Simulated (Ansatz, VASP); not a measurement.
Two plane-wave programs on B

INCAR

```
SYSTEM = B
PREC = Accurate ; ENCUT = 600
EDIFF = 1E-6 ; ISMEAR = 0
SIGMA = 0.1 ; LREAL = .False.
LASPH = .True. ; NELM = 100
ALGO = Fast ; ISIF = 3
LWAVE = .False. ; LCHARG = .False.
GGA = PE ; IBRION = 2
NSW = 100 ; EDIFFG = -0.01
```

The input KPOINTS:

```
regular mesh
0
Gamma
  18 18 18
  0 0 0
```

POSCAR

```
B
1.0
    1.4250032760      0.8227260250      4.1581244985
   -1.4250032760      0.8227260250      4.1581244985
    0.0000000000     -1.6454520500      4.1581244985
B
4
Direct
    0.0663695090      0.0663695090      0.0663695090
    0.9336304910      0.9336304910      0.9336304910
    0.1982606094      0.1982606094      0.1982606094
    0.8017393906      0.8017393906      0.8017393906
```

Input for Ansatz:

```yaml
crystal:
  lattice:
    - [1.425003276, 0.822726025, 4.1581244985]
    - [-1.425003276, 0.822726025, 4.1581244985]
    - [0.0, -1.64545205, 4.1581244985]
  atoms:
    - { symbol: B, position: [0.066369509, 0.066369509, 0.066369509] }
    - { symbol: B, position: [0.933630491, 0.933630491, 0.933630491] }
    - { symbol: B, position: [0.1982606094, 0.1982606094, 0.1982606094] }
    - { symbol: B, position: [0.8017393906, 0.8017393906, 0.8017393906] }
basis:
  ecutwfc: 420
kpoints:
  mp_grid: { grid: [18, 18, 18] }
hamiltonian:
  xc: pbe
scf:
  occupations: { method: gaussian, width: 0.1 }
output:
  forces: true
  stress: true
  eigenvalues: true
relax:
  adjacent_minimum: "off"
  f_tol: 0.01
  max_steps: 80
  cell: { stress_tol: 0.05 }
```

Alike in both runs: task relaxation of cell and atoms; functional PBE; k mesh 18 × 18 × 18; occupations gaussian, width 0.1 eV; no spin polarisation.

|  | VASP | Ansatz |
| --- | --- | --- |
| version | VASP 6.6.1 | Ansatz 0.2.0 |
| potentials or method | VASP PAW PBE potentials, release 64 (B) | scalar-relativistic, plane waves, PAW |
| plane-wave cutoff (eV) | 600 | 420 |
| valence electrons in the cell | 12 | 12 |

```tsv
	VASP	Ansatz	Ansatz less VASP
gap on the k mesh at the Fermi level, each at its own relaxed structure (eV)	none	none	-
relaxed volume (Å³/atom)	7.32	7.32	+0.002
relaxed cell length with the largest relative difference (Å)	4.472	4.472	+0.0007
```

A gap of «none» marks a metal or a gap that the smearing closes.
